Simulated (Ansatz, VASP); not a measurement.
This is a calculation of SnTe for VASP 6.6.1.

The input INCAR:

```
SYSTEM = SnTe
  ALGO = Normal
  EDIFF = 1E-7
  ENCUT = 520
  GGA = PS
  ISIF = 2
  ISMEAR = -1
  LASPH = .TRUE.
  LCHARG = .FALSE.
  LREAL = .FALSE.
  LWAVE = .FALSE.
  NBANDS = 17
  NELM = 60
  PREC = Accurate
  SIGMA = 0.05
```

The input KPOINTS:

```
k-points
0
G
  7 7 7
  0 0 0
```

File POSCAR:

```
SnTe
1.0
    0.0000000000      3.1508500000      3.1508500000
    3.1508500000      0.0000000000      3.1508500000
    3.1508500000      3.1508500000      0.0000000000
Te Sn
1 1
Direct
    0.5104120000      0.4941380000      0.5059000000
    0.0035920000     -0.0098350000     -0.0035280000
```

Potentials or basis: VASP PAW PBE potentials, release 64 (Te, Sn_d).

Launch:

```console
$ cat potpaw_PBE.64/Te/POTCAR potpaw_PBE.64/Sn_d/POTCAR > POTCAR
$ mpirun -np 1 vasp_std > vasp.out
```

Q: Set up the same calculation for Ansatz 0.2.0. Potentials there: Ansatz PAW.

A: As run (the cutoff follows the program's own potentials):

The input input.yaml:

```yaml
crystal:
  lattice:
    - [0.0, 3.15085, 3.15085]
    - [3.15085, 0.0, 3.15085]
    - [3.15085, 3.15085, 0.0]
  atoms:
    - { symbol: Te, position: [0.510412, 0.494138, 0.5059] }
    - { symbol: Sn, position: [0.003592, -0.009835, -0.003528] }
hamiltonian:
  xc: pbesol
  pseudopotentials: { kind: paw }
kpoints:
  mp_grid: { grid: [7, 7, 7] }
scf:
  occupations: { method: fermi_dirac, width: 0.05 }
output:
  forces: true
  stress: true
  eigenvalues: true
```

Potentials or basis: Ansatz PAW.

Command:

```sh
$ ansatz run input.yaml --threads 1 --pin off --max-ram 3584MiB --backend cpu --events-out ev --progress --plain --runs-dir out
```

Both were run:

|  | VASP | Ansatz | Ansatz less VASP |
| --- | --- | --- | --- |
| gap on the k mesh at the Fermi level (eV) | 0.66 | 0.66 | +0.001 |
| least direct gap on the mesh (eV) | 0.66 | 0.66 | +0.001 |
| pressure (GPa) | -0.3 | -0.3 | -0.01 |
| rms of the force components (eV/Å) | 0.008 | 0.006 | -0.0015 |

Atom by atom the forces differ by 0.002 eV/Å (rms over components). With one functional, cell and mesh, what is left measures potentials, basis and numerics. The two sets of potentials don't hold the same shells in valence.

Caveats: spin-orbit coupling is left out, which moves the levels of the heavy elements; the PAW data sets were made with another functional, which shifts forces and pressure a little (VASP); an odd mesh through Γ misses points on the zone boundary, where band edges often lie (VASP); odd divisions of the mesh miss points on the zone boundary, where band edges often lie, so the gap on the mesh can be too wide (Ansatz); the PAW data sets come from PBE, with cores solved anew for the run's functional, which leaves a small shift of forces and pressure (Ansatz).
